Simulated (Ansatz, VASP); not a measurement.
**Nb (Nb wire along [100], 12 atoms a period) in two plane-wave programs**

One calculation is typed for both programs; each brings its own data sets. How far apart do they land? The structure shown is the start of the Ansatz relaxation below; VASP solves that cell, so the two are compared at the walk's first step.

Method: plane waves, with VASP 6.6.1 beside it; single point at PBE, in Ansatz 0.2.0.

**1. Starting point**

The cell holds 12 atoms: 12 Nb. Its edges and angles: a = 13.420 Å, b = 13.420 Å, c = 3.310 Å, α = 90.0°, β = 90.0°, γ = 90.0°. Vacuum lies along a and b. The structure's axis is c.

**2. Ansatz: relaxation, PBE**

Ansatz runs on its PAW soft_1 files.

The two programs are compared at the cell with which this relaxation starts, whose forces are those of its first step.

The input, input.yaml:

```yaml
crystal:
  lattice:
    - [13.42, 0.0, 0.0]
    - [0.0, 13.42, 0.0]
    - [0.0, 0.0, 3.31]
  atoms:
    - { symbol: Nb, position: [0.376676602, 0.253353204, 0.0] }
    - { symbol: Nb, position: [0.376676602, 0.5, 0.0] }
    - { symbol: Nb, position: [0.376676602, 0.746646796, 0.0] }
    - { symbol: Nb, position: [0.623323398, 0.253353204, 0.0] }
    - { symbol: Nb, position: [0.623323398, 0.5, 0.0] }
    - { symbol: Nb, position: [0.623323398, 0.746646796, 0.0] }
    - { symbol: Nb, position: [0.253353204, 0.376676602, 0.5] }
    - { symbol: Nb, position: [0.253353204, 0.623323398, 0.5] }
    - { symbol: Nb, position: [0.5, 0.376676602, 0.5] }
    - { symbol: Nb, position: [0.5, 0.623323398, 0.5] }
    - { symbol: Nb, position: [0.746646796, 0.376676602, 0.5] }
    - { symbol: Nb, position: [0.746646796, 0.623323398, 0.5] }
kpoints:
  mp_grid: { grid: [1, 1, 25] }
scf:
  occupations: { method: fermi_dirac, width: 0.05 }
hamiltonian:
  xc: pbe
  pseudopotentials: { kind: paw, azcp: { folder: soft_1 } }
relax:
  cell: { fix: [a, b, alpha, beta, gamma] }
  max_steps: 45
  f_tol: 0.03
```

The run is started by

```
$ ansatz run input.yaml --threads 4 --pin off --max-ram 16384MiB --backend cpu --events-out ev --progress --plain --runs-dir out
```

Numbers of over 12 decimals in the logs are rounded to 6 here.

The log of the run:

```text
Engine: ansatz 0.2.0, aarch64-unknown-linux-gnu
Pseudopotentials: kind: paw
Pseudopotential: Nb, paw, valence charge 13, recommended cutoff 420 eV (normal), soft_1/Nb.paw.azcp
Functional definition: PBE
  parameter kappa = 0.804
  parameter beta = 0.066725
  exchange = pbe_x(kappa = kappa, mu = beta*pi^2/3)
  correlation = pbe_c(beta = beta)
Crystal: 12 atoms, lattice volume = 596.119 Å³
Basis set: ecut = 420 eV, 11687 PW (Γ), exchange–correlation on 180×180×48 points (8 copies of the dense FFT grid, shifted against one another)
Bands: 94, of which v1, the nominal top of the filled ones, is band 78 counted from 1 (77 counted from 0)
Symmetry: 16 space group operations
Space group: P42/mmc (ITA 131), of the structure as read, at distance tolerance 8.4e-5 Å
k-points: 13 of 25
Non-local potential: Nb, projectors of the file, l = 0: 3, l = 1: 2, l = 2: 2, l = 3: 1
PAW form: soft (Blöchl's): semilocal exchange-correlation on the pseudo side does not see the compensation charge
PAW one-centre angular grid: Nb, 590 points (default); XC on 64 Gauss nodes
Initial density: superposition of atomic densities (neutral atoms: chi_scale 0, normalization atom)
Initial wavefunctions: pseudopotential atomic-orbital guess
Functional: x = pbe(κ = 0.804, μ = 0.219515), c = pbe(β = 0.066725)
SCF iter   1: F=—  HF=-54629.715342 eV  |F-HF|=—  |Δ(HF+E_count)|=         —  Δρ=6.07e-2  dr2=1.56e2  ethr=3.10e-3  ⟨swp⟩=9.4  Hψ=5290  notcnv=0
preconditioner: auto → LDOS  [metal: Δε(μ)=0.025 eV  Ē_g=3.555 eV  σ=0.050 eV  W_gap=0.12  n_scr=110 (ndim 8)  ℏωp=11.8 eV  f_vac=0.439  D(μ)=12.72/eV (n_scr^D=66)  β→1.0]
SCF iter   2: F=—  HF=-54628.969052 eV  |F-HF|=—  |Δ(HF+E_count)|=   7.46e-1  Δρ=7.01e-2  dr2=3.95e2  ethr=3.10e-3  ⟨swp⟩=8.0  Hψ=5119  notcnv=0  defer=9  recentre
SCF iter   3: F=—  HF=-54615.196725 eV  |F-HF|=—  |Δ(HF+E_count)|=    1.38e1  Δρ=2.69e-2  dr2=4.21e1  ethr=3.10e-3  ⟨swp⟩=5.5  Hψ=3712  notcnv=0
SCF iter   4: F=—  HF=-54612.129005 eV  |F-HF|=—  |Δ(HF+E_count)|=    3.07e0  Δρ=4.79e-3  dr2=2.49e-1  ethr=3.10e-3  ⟨swp⟩=3.5  Hψ=2149  notcnv=0  defer=5
SCF iter   5: F=—  HF=-54612.132631 eV  |F-HF|=—  |Δ(HF+E_count)|=   3.63e-3  Δρ=2.11e-3  dr2=1.48e-1  ethr=1.60e-4  ⟨swp⟩=4.3  Hψ=2586  notcnv=0  defer=5
SCF iter   6: F=—  HF=-54612.132401 eV  |F-HF|=—  |Δ(HF+E_count)|=   2.30e-4  Δρ=1.09e-3  dr2=3.41e-2  ethr=9.46e-5  ⟨swp⟩=2.2  Hψ=1775  notcnv=0  defer=5
SCF iter   7: F=—  HF=-54612.131185 eV  |F-HF|=—  |Δ(HF+E_count)|=   1.22e-3  Δρ=2.91e-4  dr2=2.39e-3  ethr=2.19e-5  ⟨swp⟩=2.0  Hψ=1410  notcnv=0  defer=5
SCF iter   8: F=—  HF=-54612.131352 eV  |F-HF|=—  |Δ(HF+E_count)|=   1.67e-4  Δρ=8.40e-5  dr2=7.77e-5  ethr=1.53e-6  ⟨swp⟩=2.2  Hψ=1583  notcnv=0  defer=5
SCF iter   9: F=—  HF=-54612.131653 eV  |F-HF|=—  |Δ(HF+E_count)|=   3.01e-4  Δρ=2.52e-5  dr2=1.92e-5  ethr=4.98e-8  ⟨swp⟩=2.8  Hψ=2298  notcnv=0  defer=5
SCF iter  10: F=—  HF=-54612.131655 eV  |F-HF|=—  |Δ(HF+E_count)|=   1.64e-6  Δρ=9.37e-6  dr2=4.53e-6  ethr=1.23e-8  ⟨swp⟩=2.0  Hψ=1580  notcnv=0  defer=5
SCF iter  11: F=—  HF=-54612.131655 eV  |F-HF|=—  |Δ(HF+E_count)|=   4.14e-7  Δρ=4.45e-6  dr2=2.61e-7  ethr=2.91e-9  ⟨swp⟩=2.2  Hψ=1624  notcnv=0  defer=5
SCF iter  12: F=-54612.131655 eV  HF=-54612.131655 eV  |F-HF|=1.27e-8  |Δ(HF+E_count)|=   4.01e-8  Δρ=1.59e-6  dr2=3.66e-8  ethr=6.41e-11  ⟨swp⟩=5.6  Hψ=4546  notcnv=0
SCF 1 converged in 12 iterations: F = -54612.131655 eV  dr2 = 3.66e-8
  greatest PAW one-centre occupation: 0.998 electrons in one spin orbital (limit 2), on the Nb atom at site 9 (counted from 0), in its partial waves of l = 0
relax step   1: F+E_penalty+E_count = -54612.13165500 eV  Δ(F+E_penalty+E_count) = +0.000e0 eV  max|allowed force component| = 1.882e0 eV/Å  Δτ_max = 0.0000 Å  P = -5.819 GPa  Ω = 596.119 Å³  fix = [a, b, alpha, beta, gamma]  reactions: a -5.332, b -5.332 GPa  (12 SCF iters, dr2 threshold 1.00e-7 eV, accepted)
[...]
relax step   4: F+E_penalty+E_count = -54614.28783036 eV  Δ(F+E_penalty+E_count) = -5.282e-2 eV  max|allowed force component| = 1.044e-1 eV/Å  Δτ_max = 0.0512 Å  P = -0.114 GPa  Ω = 585.518 Å³  energy of the carried Pulay correction = +5.014e-4 eV  fix = [a, b, alpha, beta, gamma]  reactions: a -0.100, b -0.100 GPa  (8 SCF iters, dr2 threshold 1.20e-6 eV, accepted)
[...]
relax step   5: F+E_penalty+E_count = -54614.28976610 eV  Δ(F+E_penalty+E_count) = -1.936e-3 eV  max|allowed force component| = 2.345e-2 eV/Å  Δτ_max = 0.0073 Å  P = +0.048 GPa  Ω = 585.325 Å³  energy of the carried Pulay correction = +5.106e-4 eV  fix = [a, b, alpha, beta, gamma]  reactions: a +0.079, b +0.079 GPa  (6 SCF iters, dr2 threshold 6.81e-7 eV, accepted)
[...]
relax step   6: F+E_penalty+E_count = -54614.28922909 eV  Δ(F+E_penalty+E_count) = +5.370e-4 eV  max|allowed force component| = 2.348e-2 eV/Å  Δτ_max = 0.0000 Å  P = +0.049 GPa  Ω = 585.325 Å³  fix = [a, b, alpha, beta, gamma]  reactions: a +0.080, b +0.080 GPa  stress off target by 1.44e-2 GPa on what of the cell is left free  SCF on the basis re-selected at this cell (its energy is not comparable with the rows above)  (6 SCF iters)
basis re-selected at this cell: Δ(F+E_penalty+E_count) = +5.370e-4 eV, ΔP = +0.001 GPa vs the last step (what re-selecting the basis moved, of the pressure what is left beyond the Pulay correction that the steps carried, after the strain that the cell walked since its last selection, with what the two solves' SCF thresholds leave and, on support functions, any second-order correction that the steps lacked; it is no m [...]
SCF converged after 6 iterations
Free energy (F): -54614.289229 eV
Harris-Foulkes:  -54614.289229 eV  (|F-HF|=8.73e-11)
Internal energy: -54614.214284 eV  (E = F + TS)
E sigma→0 (E₀):  -54614.251756 eV
Entropy (-TS):   -0.074945 eV (-6.245 meV/atom)
Fermi energy:    4.776900 eV
--- Per-component energies (eV) ---
  E_band       = -2870.315707
  E_kinetic    = 4477.407344
  E_local      = -56083.600782  (includes V_loc(G=0)·N_el)
  E_nonlocal   = 1160.436272
  E_hartree    = 25695.347786
  E_xc         = -1977.981754
  E_vxc        = -2393.070038  (∫ρ·V_xc dr)
  E_paw        = -36992.722427  (= ΣΔE_a)
  E_vpaw       = -1422.186642  (= ΣTr[D̂ρ^β])
  E_aug_tail   = 0.000508  (compensation charges beyond the density's cutoff)
  E_ewald      = 9106.898771
  E_smearing   = -0.074945  (= −TS)
  E_closure    = -0.000000  (closes the sum)
  Σ components = -54614.289229   (vs F -54614.289229, Δ=0.00e0)
--- Forces (eV/Å), atoms counted from 1 ---
  atom   1  Nb     0.01390106    -0.02347935     0.00000000
  atom   2  Nb     0.01838197     0.00000000     0.00000000
  atom   3  Nb     0.01390106     0.02347935     0.00000000
  atom   4  Nb    -0.01390106    -0.02347935     0.00000000
  atom   5  Nb    -0.01838197     0.00000000     0.00000000
  atom   6  Nb    -0.01390106     0.02347935     0.00000000
  atom   7  Nb    -0.02347935     0.01390106     0.00000000
  atom   8  Nb    -0.02347935    -0.01390106     0.00000000
  atom   9  Nb     0.00000000     0.01838197     0.00000000
  atom  10  Nb     0.00000000    -0.01838197     0.00000000
  atom  11  Nb     0.02347935     0.01390106     0.00000000
  atom  12  Nb     0.02347935    -0.01390106     0.00000000
  max |Σ_I F_I| component: 3.47e-18 eV/Å
--- Stress (GPa, compression-positive) ---
        0.080473       0.000000       0.000000
        0.000000       0.080473       0.000000
        0.000000       0.000000      -0.014378
  P = ⅓ Tr σ = 0.0489 GPa (0.489 kbar)
--- Relaxed structure (5 steps of the walk, 5 accepted, 1 SCFs on fresh bases) ---
  F+E_penalty+E_count = -54614.28922909 eV   max|allowed force component| = 2.348e-2 eV/Å   (the final SCF, on the basis selected at the relaxed cell)
  cell:  # Å, volume = 585.3253 Å³
    - [13.42, 0.0, 0.0]
    - [0.0, 13.42, 0.0]
    - [0.0, 0.0, 3.250067]
  atoms:
    - { symbol: Nb, position: [0.371418, 0.267342, 0.0] }
    - { symbol: Nb, position: [0.376880, 0.5, 0.0] }
    - { symbol: Nb, position: [0.371418, 0.732658, 0.0] }
    - { symbol: Nb, position: [0.628582, 0.267342, 0.0] }
    - { symbol: Nb, position: [0.623120, 0.5, 0.0] }
    - { symbol: Nb, position: [0.628582, 0.732658, 0.0] }
    - { symbol: Nb, position: [0.267342, 0.371418, 0.5] }
    - { symbol: Nb, position: [0.267342, 0.628582, 0.5] }
    - { symbol: Nb, position: [0.5, 0.376880, 0.5] }
    - { symbol: Nb, position: [0.5, 0.623120, 0.5] }
    - { symbol: Nb, position: [0.732658, 0.371418, 0.5] }
    - { symbol: Nb, position: [0.732658, 0.628582, 0.5] }
```

**3. VASP: single point, PBE, start cell**

The same cell, functional, mesh and smearing now go to VASP, with its own data sets.

Lines of VASP's logs that name or quote its potential files are left out, and so is its time.

The input, INCAR:

```
SYSTEM = Nb
PREC = Accurate
ENCUT = 400
EDIFF = 1E-06
NELM = 120
ISMEAR = -1
SIGMA = 0.05
LREAL = .FALSE.
ALGO = Normal
GGA = PE
NBANDS = 96
LASPH = .TRUE.
LORBIT = 11
LWAVE = .FALSE.
LCHARG = .FALSE.
ISIF = 2
GGA_COMPAT = .FALSE.
KPAR = 2
```

The input, POSCAR:

```
Nb
1.0
   13.4200000000      0.0000000000      0.0000000000
    0.0000000000     13.4200000000      0.0000000000
    0.0000000000      0.0000000000      3.3100000000
Nb
12
Direct
    0.3766766021      0.2533532042      0.0000000000
    0.3766766021      0.5000000000      0.0000000000
    0.3766766021      0.7466467958      0.0000000000
    0.6233233979      0.2533532042      0.0000000000
    0.6233233979      0.5000000000      0.0000000000
    0.6233233979      0.7466467958      0.0000000000
    0.2533532042      0.3766766021      0.5000000000
    0.2533532042      0.6233233979      0.5000000000
    0.5000000000      0.3766766021      0.5000000000
    0.5000000000      0.6233233979      0.5000000000
    0.7466467958      0.3766766021      0.5000000000
    0.7466467958      0.6233233979      0.5000000000
```

The input, KPOINTS:

```
Automatic mesh
0
Gamma
1 1 25
0 0 0
```

The projector-augmented-wave data sets are Nb_sv (PBE family, release 64).

The run is started by

```
$ mpirun -np 2 vasp_std
```

The log of the run:

```text
[banner, memory and clock lines left out]
running    2 mpi-ranks, on    1 nodes
 distrk:  each k-point on    1 cores,    2 groups
 distr:  one band on    1 cores,    1 groups

 POSCAR found type information on POSCAR Nb
 POSCAR found :  1 types and      12 ions
 LDA part: xc-table for (Slater+PW92), standard interpolation
 POSCAR, INCAR and KPOINTS ok, starting setup
 FFT: planning ... GRIDC
 FFT: planning ... GRID_SOFT
 FFT: planning ... GRID
 WAVECAR not read
 entering main loop
       N       E                     dE             d eps       ncg     rms          rms(c)
DAV:   1     0.146100698402E+04    0.14610E+04   -0.78131E+04  3200   0.124E+03
DAV:   2     0.499383359880E+02   -0.14111E+04   -0.13639E+04  3048   0.495E+02
DAV:   3    -0.104374304969E+03   -0.15431E+03   -0.15012E+03  3952   0.101E+02
DAV:   4    -0.122712960282E+03   -0.18339E+02   -0.18041E+02  4576   0.333E+01
DAV:   5    -0.124559340304E+03   -0.18464E+01   -0.18245E+01  3992   0.858E+00    0.238E+01
DAV:   6    -0.121701551152E+03    0.28578E+01   -0.19831E+02  3992   0.385E+01    0.184E+01
DAV:   7    -0.109087152453E+03    0.12614E+02   -0.94391E+01  3832   0.228E+01    0.805E+00
DAV:   8    -0.106787687920E+03    0.22995E+01   -0.19669E+01  3624   0.109E+01    0.381E+00
DAV:   9    -0.106908003954E+03   -0.12032E+00   -0.35512E+00  4008   0.454E+00    0.313E+00
DAV:  10    -0.106898970567E+03    0.90334E-02   -0.36880E-01  3952   0.253E+00    0.190E+00
DAV:  11    -0.106902082919E+03   -0.31124E-02   -0.10140E-01  3784   0.170E+00    0.650E-01
DAV:  12    -0.106892432594E+03    0.96503E-02   -0.55242E-02  4440   0.849E-01    0.292E-01
DAV:  13    -0.106896013875E+03   -0.35813E-02   -0.80916E-03  3776   0.266E-01    0.144E-01
DAV:  14    -0.106899141944E+03   -0.31281E-02   -0.30910E-03  3504   0.122E-01    0.649E-02
DAV:  15    -0.106900192862E+03   -0.10509E-02   -0.13526E-03  3960   0.838E-02    0.381E-02
DAV:  16    -0.106900856091E+03   -0.66323E-03   -0.77264E-04  3160   0.693E-02    0.250E-02
DAV:  17    -0.106901090899E+03   -0.23481E-03   -0.20104E-04  3664   0.357E-02    0.192E-02
DAV:  18    -0.106901264721E+03   -0.17382E-03   -0.50697E-05  3080   0.245E-02    0.724E-03
DAV:  19    -0.106901285550E+03   -0.20829E-04   -0.15155E-05  2848   0.938E-03    0.737E-03
DAV:  20    -0.106901296421E+03   -0.10871E-04   -0.49688E-06  2368   0.615E-03    0.439E-03
DAV:  21    -0.106901299096E+03   -0.26754E-05   -0.15395E-06  2192   0.329E-03    0.322E-03
DAV:  22    -0.106901299292E+03   -0.19599E-06   -0.77288E-07  1984   0.387E-03
   1 F= -.10690130E+03 E0= -.10680733E+03  d E =-.187944E+00
```

(Part 1 of 2 ends here.)

[Lines on the potential files, build, host, timing and source positions are cut from VASP's logs without a mark.]

[Logs are printed without paths, hosts, clocks, repeated set-up lines and the standing remarks that a program may print on its own settings, such as how far it seeks lower states.]

[Hosts, paths, dates, database ids (printed as entryN), source tags and the programs' standing remarks are cut or masked in the printed files.]
